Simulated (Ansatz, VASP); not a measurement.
**Two plane-wave programs on Ge**

The input INCAR:

```
SYSTEM = Ge
ALGO = Normal
EDIFF = 1E-6
ENCUT = 520
GGA = CA
ISIF = 2
ISMEAR = 0
LASPH = .True.
LCHARG = .False.
LREAL = .False.
LWAVE = .False.
NBANDS = 21
NELM = 100
PREC = Accurate
SIGMA = 0.1
```

File KPOINTS:

```
k-points
0
Gamma
  6 6 6
  0 0 0
```

File POSCAR:

```
Ge
1.0
    0.0000000000      2.8289100000      2.8289100000
    2.8289100000      0.0000000000      2.8289100000
    2.8289100000      2.8289100000      0.0000000000
Ge
2
Direct
    0.0000000000      0.0000000000      0.0000000000
    0.2500000000      0.2500000000      0.2500000000
```

Input for Ansatz:

```yaml
crystal:
  lattice:
    - [0.0, 2.82891, 2.82891]
    - [2.82891, 0.0, 2.82891]
    - [2.82891, 2.82891, 0.0]
  atoms:
    - { symbol: Ge, position: [0.0, 0.0, 0.0] }
    - { symbol: Ge, position: [0.25, 0.25, 0.25] }
basis:
  ecutwfc: 420
kpoints:
  mp_grid: { grid: [6, 6, 6] }
hamiltonian:
  xc: lda
scf:
  occupations: { method: gaussian, width: 0.1 }
output:
  forces: true
  stress: true
  eigenvalues: true
```

Alike in both runs: task single point; functional LDA; k mesh 6 × 6 × 6; occupations gaussian, width 0.1 eV; no spin polarisation.

```csv
,VASP,Ansatz
version,VASP 6.6.1,Ansatz 0.2.0
potentials or method,"VASP PAW LDA potentials, release 64 (Ge_d)","scalar-relativistic, plane waves, PAW"
plane-wave cutoff (eV),520,420
valence electrons in the cell,28,28
```

|  | VASP | Ansatz | Ansatz less VASP |
| --- | --- | --- | --- |
| gap on the k mesh at the Fermi level (eV) | none | none | - |
| pressure (GPa) | -1.0 | -1.2 | -0.18 |

A gap of «none» marks a metal or a gap that the smearing closes.

Caveats: this crystal is a semiconductor, whose small gap the functional closes, so the metal is an error of the method.
